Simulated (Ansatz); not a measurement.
## CuCl2 in Ansatz: convergence with scf exx energy threshold

CuCl2:

```
CELL_PARAMETERS angstrom
-2.25486 2.25486 6.85990
2.25486 -2.25486 6.85990
2.25486 2.25486 -6.85990
ATOMIC_POSITIONS crystal
Cu 0.00000 0.00000 0.00000
Cl 0.00000 0.50000 0.50000
Cl 0.50000 0.00000 0.50000
```

Measurements of this composition are mostly on another form, of space group No. 12.

```yaml
Program: Ansatz 0.2.0
Task: convergence study
Functional: HSE06
Potentials_or_basis: Ansatz PAW
Cutoff: "420 eV (not typed: the program's choice for these potentials)"
k_mesh: 4 × 4 × 4
Occupations: gaussian, width 0.05 eV
Spin: no spin polarisation
```

These are the settings of the first run; the series varies scf exx energy threshold, with any setting tied to it.

Hardware: 2 threads of Arm Neoverse V1, with other jobs on the host.

```tsv
scf exx energy threshold	energy less the tightest run, at zero smearing (meV/atom)	SCF cycles	CPU time (s)	peak memory (GiB)
0.01	0.00	20	100	2
0.001	0.00	20	100	2.1
0.0001	0.00	20	100	2
1e-05	0.00	21	100	2.1
1e-06	0.00	21	99	2
1e-07	0.00	24	110	2.1
```

Against the tightest run, the energy stays within 1 meV/atom from 0.01 on. The tightest run that finished is the yardstick and may itself not be fully converged.

Caveat, for the tightest run too: the k mesh is coarse (spacing up to 0.49 Å⁻¹), so the values aren't converged, least of all with exact exchange; an odd number of electrons without spin polarisation forces a metal; a magnetic or distorted state may lie lower; the run has no spin polarisation, though such a crystal can be magnetic.
